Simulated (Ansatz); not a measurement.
**Step by step: Te$_{2}$Mo, relaxation of cell and atoms**

Computed with DFT, PBE, PAW with Ansatz's default frozen-core files, scalar-relativistic in Ansatz 0.2.0.

Command: `ansatz run input.yaml --threads 1 --pin off --max-ram 3072MiB --backend cpu --events-out ev --progress --plain --runs-dir out` The run took 110 s on 1 thread of Intel(R) Xeon(R) Platinum 8488C (Sapphire Rapids), on a shared host.

```yaml
crystal:
  lattice:
    - [3.9669830199, 0.0, 0.0]
    - [-1.9834915099, 3.4355080716, 0.0]
    - [0.0, 0.0, 6.3471728318]
  atoms:
    - { symbol: Mo, position: [0.0, 0.0, 0.0] }
    - { symbol: Te, position: [0.3333333333, 0.6666666667, 0.25] }
    - { symbol: Te, position: [0.6666666667, 0.3333333333, 0.75] }
kpoints:
  mp_grid: { grid: [12, 12, 7] }
scf:
  occupations: { method: fermi_dirac, width: 0.05 }
hamiltonian:
  xc: pbe
  pseudopotentials: { kind: paw }
output:
  forces: true
  stress: true
relax:
  f_tol: 0.005
  max_steps: 80
  cell: {}
```

No spin–orbit coupling, which matters for the heavy atoms here.

The cell is built from the CdI2 type as a first guess.

The cutoff is 420 eV; energies and pressures of the walk include the program's estimate of the Pulay term.

Each frame lists the cell vectors (Å), then Cartesian positions (Å) and forces (eV/Å). Free energies count from the first step, -18915.6653 eV.

The walk took 14 evaluations in all; steps that aren't listed are left out.

Step 1: E = 0.0 meV, P = -3.80 GPa

```
cell 3.9670 0.0000 0.0000 -1.9835 3.4355 0.0000 0.0000 0.0000 6.3472
Mo    0.0000    0.0000    0.0000     0.000   0.000   0.000
Te    0.0000    2.2903    1.5868     0.000   0.000   0.341
Te    1.9835    1.1452    4.7604     0.000   0.000  -0.341
```

Step 2: E = -327.2 meV, P = -2.89 GPa

```
cell 3.7692 0.0000 0.0000 -1.8846 3.2642 0.0000 0.0000 0.0000 6.4164
Mo    0.0000    0.0000    0.0000     0.000   0.000   0.000
Te    0.0000    2.1761    1.7296     0.000   0.000  -0.184
Te    1.8846    1.0881    4.6868     0.000   0.000   0.184
```

Step 3: E = -455.0 meV, P = 2.96 GPa

```
cell 3.5758 0.0000 0.0000 -1.7879 3.0968 0.0000 0.0000 0.0000 6.6605
Mo    0.0000    0.0000    0.0000     0.000   0.000   0.000
Te    0.0000    2.0645    1.7814     0.000   0.000   0.268
Te    1.7879    1.0323    4.8791     0.000   0.000  -0.268
```

Step 4: E = -516.6 meV, P = 1.42 GPa

```
cell 3.5410 0.0000 0.0000 -1.7705 3.0666 0.0000 0.0000 0.0000 6.9696
Mo    0.0000    0.0000    0.0000     0.000   0.000   0.000
Te    0.0000    2.0444    1.8265     0.000   0.000   0.034
Te    1.7705    1.0222    5.1432     0.000   0.000  -0.034
```

Step 5: E = -546.8 meV, P = 0.67 GPa

```
cell 3.5278 0.0000 0.0000 -1.7639 3.0551 0.0000 0.0000 0.0000 7.2787
Mo    0.0000    0.0000    0.0000     0.000   0.000   0.000
Te    0.0000    2.0368    1.8394     0.000   0.000   0.059
Te    1.7639    1.0184    5.4393     0.000   0.000  -0.059
```

Step 6: E = -551.5 meV, P = -0.10 GPa

```
cell 3.5214 0.0000 0.0000 -1.7607 3.0497 0.0000 0.0000 0.0000 7.4981
Mo    0.0000    0.0000    0.0000     0.000   0.000   0.000
Te    0.0000    2.0331    1.8519     0.000   0.000  -0.009
Te    1.7607    1.0166    5.6463     0.000   0.000   0.009
```

Step 7: E = -551.7 meV, P = 0.00 GPa

```
cell 3.5243 0.0000 0.0000 -1.7622 3.0522 0.0000 0.0000 0.0000 7.4509
Mo    0.0000    0.0000    0.0000     0.000   0.000   0.000
Te    0.0000    2.0348    1.8491     0.000   0.000   0.000
Te    1.7622    1.0174    5.6018     0.000   0.000   0.000
```

Step 8: E = -558.5 meV, P = 0.19 GPa (the cell of the step before, solved again on a basis chosen afresh, hence the jump)

Step 9:

```
cell 3.5182 0.0000 0.0000 -1.7591 3.0468 0.0000 0.0000 0.0000 7.5752
Mo    0.0000    0.0000    0.0000
Te    0.0000    2.0312    1.8537
Te    1.7591    1.0156    5.7216
```

Step 10: E = -564.8 meV, P = 0.10 GPa

```
cell 3.5132 0.0000 0.0000 -1.7566 3.0425 0.0000 0.0000 0.0000 7.7682
Mo    0.0000    0.0000    0.0000     0.000   0.000   0.000
Te    0.0000    2.0283    1.8560     0.000   0.000   0.018
Te    1.7566    1.0142    5.9122     0.000   0.000  -0.018
```

Step 11: E = -565.0 meV, P = -0.02 GPa

```
cell 3.5104 0.0000 0.0000 -1.7552 3.0401 0.0000 0.0000 0.0000 7.8326
Mo    0.0000    0.0000    0.0000     0.000   0.000   0.000
Te    0.0000    2.0268    1.8601     0.000   0.000  -0.012
Te    1.7552    1.0134    5.9725     0.000   0.000   0.012
```

Step 12: E = -565.0 meV, P = 0.02 GPa

```
cell 3.5109 0.0000 0.0000 -1.7555 3.0406 0.0000 0.0000 0.0000 7.9037
Mo    0.0000    0.0000    0.0000     0.000   0.000   0.000
Te    0.0000    2.0270    1.8584     0.000   0.000   0.010
Te    1.7555    1.0135    6.0454     0.000   0.000  -0.010
```

Problem. Give the energy and forces of step 9.

Solution. E = -562.2 meV, P = 0.12 GPa
```
Mo    0.0000    0.0000    0.0000     0.000   0.000   0.000
Te    0.0000    2.0312    1.8537     0.000   0.000  -0.002
Te    1.7591    1.0156    5.7216     0.000   0.000   0.002
```

Problem. How does the relaxation end?

Solution. It converges, with a = 3.509 Å, b = 3.509 Å, c = 7.901 Å, α = 90.00°, β = 90.00°, γ = 120.00° (conventional cell, space group P-3m1). The last solve (on a basis chosen afresh for the final cell, so its energy is not quite comparable) gives E = -565.8 meV, P = 0.02 GPa:
```
cell 3.5091 0.0000 0.0000 -1.7545 3.0390 0.0000 0.0000 0.0000 7.9014
Mo    0.0000    0.0000    0.0000     0.000   0.000   0.000
Te    0.0000    2.0260    1.8599     0.000   0.000   0.002
Te    1.7545    1.0130    6.0415     0.000   0.000  -0.002
```
